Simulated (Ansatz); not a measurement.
Starting cell, InN (wurtzite):

```
CELL_PARAMETERS angstrom
      3.54750     0.00000     0.00000
     -1.77375     3.07222     0.00000
      0.00000     0.00000     5.72256
ATOMIC_POSITIONS crystal
  In 0.66667 0.33333 0.00226
  In 0.33333 0.66667 0.50226
  N  0.66667 0.33333 0.62294
  N  0.33333 0.66667 0.12294
```

Scan: atom 4 (N, nearest neighbour In at 2.161 Å; its periodic images, 3.5 Å or more away, move with it) is displaced along Cartesian z, direction (0.000, 0.000, 1.000) in Cartesian axes, by s. The other atoms stay.

The numbers are results of r2SCAN (plane waves to 500 eV, PAW, scalar-relativistic; Ansatz, a program for electronic structure), not measurements. k mesh 9×9×5 (Γ-centred), Fermi-Dirac smearing 0.05 eV. E stands for the smeared free energy. InN was relaxed with its symmetry unable to fall. ΔE is measured from the undisplaced structure.

Task: Predict the ΔE (meV/cell) at s (Å) = -0.220, -0.176, -0.132, -0.088, 0.044, 0.132, 0.176, 0.220.

Result: 
```
s (Å)   ΔE (meV/cell)
------  -------------
-0.220            236
-0.176            160
-0.132             95
-0.088             45
0.044              13
0.132             134
0.176             253
0.220             420
```

(For displaced atoms, the force is minus the slope of the energy, and its curvature is a force constant, which sets phonon frequencies.)
